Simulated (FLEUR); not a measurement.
**ZnSe (Stilleite) under changes of volume**

One of the cells (22.757 Å³/atom); the others are scaled copies at fixed shape and fractional positions:

```
Se Zn
1.0
     0.00000    2.83380    2.83380
     2.83380    0.00000    2.83380
     2.83380    2.83380    0.00000
Se Zn
1 1
Cartesian
  4.2507 4.2507 4.2507
  0.0000 0.0000 0.0000
```

| Item | Value |
| --- | --- |
| Program | FLEUR MaX-R8.1 (later development tree) |
| Functional | r2SCAN |
| Potentials or basis | all-electron |
| Basis | FLAPW |
| Kmax | 4.71 1/bohr |
| k mesh | 8 × 8 × 8 |
| Occupations | fermi-dirac, width 0.05 eV |
| Spin | no spin polarisation |

```tsv
volume (Å³/atom)	energy over the lowest point (meV/atom)	gap on the mesh (eV)
21.391	18.50	2.14
21.846	7.87	2.05
22.757	0.00	1.86
23.667	6.99	1.69
24.122	?	?
```

Q: What does the run at 24.122 Å³/atom give?

A: Energy over the lowest point 15.03 meV/atom; gap on the mesh 1.62 eV.

Worked out: A Birch-Murnaghan fit of order 2 (a polynomial in V^(-2/3)) to the other rows has its minimum at 22.75 Å³/atom with B0 = V·E''(V) = 66 GPa. It gives 15.25 meV/atom at 24.122 Å³/atom, against the run's 15.03. A straight line through the other rows of the gap, of slope -4.48 eV per unit of ln V (its deformation potential), extrapolates to 1.60 eV, against the run's 1.62.

Energies are extrapolated to zero smearing.

Caveats: the meta-GGA is that of a development version, with a GGA for the radial functions and cores and without core tails.

Spin-orbit coupling on Se is left out.
